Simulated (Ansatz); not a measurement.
System: As (fcc type), 1 atom in the cell.

The calculation used Ansatz 0.2.0 development build, PBE, all-electron LAPW, point nucleus.

k-mesh 4×4×4 Γ-centred; Fermi–Dirac smearing of 0.15 eV; no spin polarisation.

```
As
1.0
     0.00000    2.12900    2.12900
     2.12900    0.00000    2.12900
     2.12900    2.12900    0.00000
As
1
Direct
  0.00000 0.00000 0.00000
```

(1) Would the cell expand or shrink if it were free to relax?

## Answers

(1) The pressure is -3.00 GPa, so at these settings the cell is stretched and would shrink.

The k-mesh is coarse, so these values belong to this mesh and can lie far from the converged ones. This cubic structure is a model: it isn't the usual form of the substance at ambient conditions, and such phases are metastable or hypothetical.
